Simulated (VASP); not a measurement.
## VASP 6.6.1 run: GaN

INCAR

```
ISMEAR = 0
LCHARG = .FALSE.
NBANDS = 16
NELECT = 17
SIGMA = 0.01
ISIF = 2
EDIFF = 1E-7
METAGGA = R2SCAN
IBRION = -1
PREC = Accurate
NELM = 120
LWAVE = .FALSE.
ALGO = Normal
ENCUT = 520
NSW = 0
LASPH = .TRUE.
LREAL = .FALSE.
```

KPOINTS

```
KPOINTS created by Atomic Simulation Environment
0
Gamma
10 10 10
0 0 0
```

POSCAR

```
Ga N
 1.0000000000000000
     0.0000000000000000    2.1085152342992446    2.1085152342992446
     2.1085152342992446    0.0000000000000000    2.1085152342992446
     2.1085152342992446    2.1085152342992446    0.0000000000000000
 Ga  N
   1   1
Cartesian
 -0.0000000000000000  0.0000000000000000 -0.0000000000000000
  2.1085152342992446  2.1085152342992446  2.1085152342992446
```

The recommended PBE PAW datasets give the neutral cell 18 valence electrons.

Command

```
mpirun -np 1 vasp_std
```

OSZICAR

```
N       E                     dE             d eps       ncg     rms          rms(c)
DAV:   1     0.432109300682E+02    0.43211E+02   -0.82675E+03  1776   0.197E+03
DAV:   2    -0.266331115009E+02   -0.69844E+02   -0.65303E+02  1704   0.292E+02
DAV:   3    -0.303431215468E+02   -0.37100E+01   -0.36549E+01  1768   0.580E+01
DAV:   4    -0.303762193451E+02   -0.33098E-01   -0.33088E-01  1832   0.579E+00
DAV:   5    -0.303766304703E+02   -0.41113E-03   -0.41112E-03  1832   0.590E-01    0.389E+00
DAV:   6    -0.277292099440E+02    0.26474E+01   -0.81724E-01  1848   0.311E+01    0.188E+00
DAV:   7    -0.277401019004E+02   -0.10892E-01   -0.23102E-01  1680   0.443E+00    0.984E-01
DAV:   8    -0.277485167893E+02   -0.84149E-02   -0.10335E-02  1720   0.157E+00    0.630E-01
DAV:   9    -0.277540939891E+02   -0.55772E-02   -0.40344E-03  1856   0.715E-01    0.104E-01
DAV:  10    -0.277538367581E+02    0.25723E-03   -0.19761E-04  2104   0.365E-01    0.407E-02
DAV:  11    -0.277538054886E+02    0.31269E-04   -0.10295E-04  1976   0.173E-01    0.166E-02
DAV:  12    -0.277537819332E+02    0.23555E-04   -0.16244E-05  1728   0.681E-02    0.164E-03
DAV:  13    -0.277537786984E+02    0.32349E-05   -0.15009E-06  1648   0.117E-02    0.299E-03
DAV:  14    -0.277537798870E+02   -0.11887E-05   -0.39222E-07  1808   0.691E-03    0.425E-04
DAV:  15    -0.277537794905E+02    0.39652E-06   -0.27164E-08   944   0.138E-03    0.854E-05
DAV:  16    -0.277537792066E+02    0.28389E-06   -0.13349E-09   816   0.472E-04    0.452E-05
DAV:  17    -0.277537792841E+02   -0.77523E-07   -0.25074E-10   840   0.160E-04
   1 F= -.27753779E+02 E0= -.27753725E+02  d E =-.109366E-03
```

From OUTCAR

```
k-points           NKPTS =     47   k-points in BZ     NKDIM =     47   number of bands    NBANDS=     16

   NELECT =      17.0000    total number of electrons

   dimension x,y,z NGX =    24 NGY =   24 NGZ =   24
   dimension x,y,z NGXF=    48 NGYF=   48 NGZF=   48

  energy-cutoff  :      520.00
  volume of cell :       18.75
      direct lattice vectors                 reciprocal lattice vectors
     0.000000000  2.108515234  2.108515234    -0.237133691  0.237133691  0.237133691
     2.108515234  0.000000000  2.108515234     0.237133691 -0.237133691  0.237133691
     2.108515234  2.108515234  0.000000000     0.237133691  0.237133691 -0.237133691

 k-points in reciprocal lattice and weights: KPOINTS created by Atomic Simulation Env
   0.00000000  0.00000000  0.00000000       0.001
   0.10000000  0.00000000  0.00000000       0.008
   0.20000000  0.00000000  0.00000000       0.008
   0.30000000  0.00000000  0.00000000       0.008
   0.40000000  0.00000000  0.00000000       0.008
   0.50000000  0.00000000  0.00000000       0.004
   0.10000000  0.10000000  0.00000000       0.006
   0.20000000  0.10000000  0.00000000       0.024
   ...

 E-fermi :   5.9882

 k-point     1 :       0.0000    0.0000    0.0000
  band No.  band energies     occupation
      1     -10.7073      2.00000
      2      -6.2876      2.00000
      3      -6.2876      2.00000
      4      -6.2876      2.00000
      5      -6.2434      2.00000
      6      -6.2434      2.00000
      7       6.2812      0.00000
      8       6.2812      0.00000
      9       6.2812      0.00000
     10      10.4116      0.00000
     11      23.8441      0.00000
     12      23.8441      0.00000
     13      23.8442      0.00000
     14      25.3292      0.00000
     15      25.3294      0.00000
     16      25.3294      0.00000

 k-point     2 :       0.1000    0.0000    0.0000
  band No.  band energies     occupation
      1     -10.5262      2.00000
      2      -6.2955      2.00000
      3      -6.2864      2.00000
      4      -6.2863      2.00000
      5      -6.2522      2.00000
      6      -6.2522      2.00000
      7       5.3189      2.00000
      8       6.3092      0.00000
      9       6.3092      0.00000
     10      11.2229      0.00000
     11      21.4850      0.00000
     12      23.1395      0.00000
     13      23.1396      0.00000
     14      25.2595      0.00000
     15      25.2595      0.00000
     16      25.3531      0.00000

 k-point     3 :       0.2000    0.0000    0.0000
  band No.  band energies     occupation
      1     -10.0065      2.00000
      2      -6.3456      2.00000
      3      -6.3456      2.00000
      4      -6.3192      2.00000
      5      -6.2117      2.00000
      6      -6.2117      2.00000
      7       3.4714      2.00000
      8       6.3888      0.00000
      9       6.3888      0.00000
     10      12.5611      0.00000
     11      19.1978      0.00000
     12      21.3583      0.00000
     13      21.3584      0.00000
     14      25.1154      0.00000
     15      26.2584      0.00000
     16      26.2585      0.00000

 ...

  Total      -11.6906771    -11.6906771    -11.6906771      0.0000000      0.0000000     -0.0000000
  in kB     -999.0564334   -999.0564334   -999.0564334      0.0000000      0.0000000     -0.0000000
  external PRESSURE =    -999.0564334 kB  Pullay stress =       0.0000000 kB

 POSITION                                       TOTAL-FORCE (eV/Angst)
 -----------------------------------------------------------------------------------
      0.00000      0.00000      0.00000         0.000000     -0.000000      0.000000
      2.10852      2.10852      2.10852        -0.000000      0.000000     -0.000000
 -----------------------------------------------------------------------------------
    total drift:                                0.000000     -0.000000     -0.000000

  FREE ENERGIE OF THE ION-ELECTRON SYSTEM (eV)
  ---------------------------------------------------
  free  energy   TOTEN  =       -27.7537792841 eV

  energy  without entropy=      -27.7536699177  energy(sigma->0) =      -27.75372460
```

It converged. Results: pressure -99.9 GPa.

The cell is charged and sits in a uniform background.

For comparison, a separate r²SCAN run of the intended cell, on usual settings and not on those above, gives a gap of 1.18 eV on its mesh and a pressure of 1.4 GPa.

The run above took about 40 s on one core of a shared host (Intel Xeon Platinum 8488C) and held 0.15 GiB at most.
